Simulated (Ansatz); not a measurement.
# Eigenvalues along a path: Te (beta tin type)

```xyz
2
Lattice="-2.2950 2.2950 1.2220 2.2950 -2.2950 1.2220 2.2950 2.2950 -1.2220" Properties=species:S:1:pos:R:3 pbc="T T T"
Te    0.0000   -1.1475   -0.3055
Te    0.0000    1.1475    0.3055
```

The cell comes from a relaxation on PAW files under the same functional, begun from a prototype that needn't be the stable phase.

All numbers are PBE results (scalar-relativistic) from Ansatz 0.2.0, with a Γ-centred 15×15×15 k mesh, Fermi–Dirac smearing of 0.08 eV, no spin polarisation. Methods: LAPW: all electrons, basis error target 1 meV/atom.

This run: volume at 0.4 of the series' base cell.

Spin–orbit coupling is left out, which matters for the heavy atoms.

Path points, in fractions of the reciprocal vectors: Γ (0.000, 0.000, 0.000), X (0.000, 0.000, 0.500), M (-0.500, 0.500, 0.500), Z (0.321, 0.321, -0.321), Z0 (-0.321, 0.679, 0.321), P (0.250, 0.250, 0.250). The distance column jumps between branches of the path. Levels in eV from the Fermi level; bands 19 to 27, counted from the lowest band of the run. The gap is zero, the pressure 319.2 GPa.

```
# k(1/Å) point b19 b20 b21 b22 b23 b24 b25 b26 b27
0.000 Γ -24.46 -10.28 -10.28 -9.09 -2.98 3.86 3.86 6.76 7.28
0.242 - -24.21 -12.80 -9.97 -7.15 -1.86 2.10 2.71 6.25 6.34
0.484 - -23.48 -15.73 -9.06 -5.70 -0.64 0.61 1.24 5.10 5.12
0.726 - -22.25 -18.35 -7.60 -4.51 -3.30 -1.41 4.32 4.32 5.28
0.968 X -20.54 -20.54 -5.65 -5.65 -3.13 -3.13 4.04 4.04 8.92
1.210 - -20.28 -20.28 -8.13 -8.13 -0.34 -0.34 3.86 3.86 9.20
1.452 - -19.52 -19.52 -11.16 -11.16 2.98 2.98 4.08 4.08 9.67
1.694 - -18.32 -18.32 -13.77 -13.77 2.93 2.93 7.68 7.68 9.98
1.936 M -17.29 -17.29 -15.27 -15.27 2.81 2.81 9.75 9.75 10.25
2.278 - -19.99 -16.86 -14.77 -11.62 3.02 3.09 6.06 7.22 8.37
2.620 - -22.48 -15.51 -13.39 -6.35 0.09 2.74 3.99 4.18 6.11
2.963 - -23.97 -13.17 -11.47 -5.17 -1.13 -0.54 4.45 5.60 5.75
3.305 Γ -24.46 -10.28 -10.28 -9.09 -2.98 3.86 3.86 6.76 7.28
3.717 - -23.74 -9.54 -9.54 -8.59 -2.51 1.65 2.00 3.33 3.33
4.130 - -21.54 -7.79 -7.79 -7.18 -4.83 -4.16 -1.29 -1.29 -1.05
4.542 - -17.87 -10.14 -10.13 -8.46 -8.46 -3.36 -1.73 -1.73 1.44
4.955 Z -14.53 -13.91 -12.13 -11.63 -11.63 1.47 2.30 2.30 5.04
6.506 Z0 -14.53 -13.91 -12.13 -11.63 -11.63 1.47 2.30 2.30 5.04
6.736 - -15.68 -15.39 -13.15 -13.15 -9.00 4.85 5.10 5.10 7.56
6.966 - -16.61 -16.43 -14.30 -14.30 -5.31 8.04 8.04 8.21 10.41
7.196 - -17.15 -17.05 -15.02 -15.02 -1.33 6.87 9.99 9.99 10.27
7.427 M -17.29 -17.29 -15.27 -15.27 2.81 2.81 9.75 9.75 10.25
8.395 X -20.54 -20.54 -5.65 -5.65 -3.13 -3.13 4.04 4.04 8.92
8.716 - -20.10 -20.10 -5.32 -5.32 -2.81 -2.81 0.72 0.72 9.96
9.037 - -18.80 -18.80 -5.75 -5.75 -2.79 -2.79 -1.56 -1.56 8.59
9.359 - -16.62 -16.62 -9.63 -9.63 -1.48 -1.48 -0.09 -0.09 5.32
9.680 P -14.07 -14.07 -12.95 -12.95 -0.10 -0.10 1.14 1.14 3.35
```
